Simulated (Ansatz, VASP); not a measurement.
# Pd in VASP and in Ansatz

```xyz
1
Lattice="-1.5723 1.5723 1.5566 1.5723 -1.5723 1.5566 1.5723 1.5723 -1.5566" Properties=species:S:1:pos:R:3 pbc="T T T"
Pd    0.0000    0.0000    0.0000
```

This isn't the form of Pd at room conditions, which is fcc.

Alike in both runs: task single point; functional PBEsol; k mesh 15 × 15 × 15; no spin polarisation.

```csv
,VASP,Ansatz
version,VASP 6.6.1,Ansatz 0.2.0
potentials or method,"VASP PAW PBE potentials, release 64 (Pd)","plane waves, PAW"
plane-wave cutoff (eV),520,520
occupations,"fermi-dirac, width 0.1 eV",fermi-dirac
valence electrons in the cell,10,18
```

```csv
,VASP,Ansatz,Ansatz less VASP
pressure (GPa),-8.5,-8.3,+0.26
largest component of the traceless stress (GPa),0.19,0.19,0.000
```

The two sets of potentials don't hold the same shells in valence.

Caveats: the PAW data sets were made with another functional, which shifts forces and pressure a little (VASP).
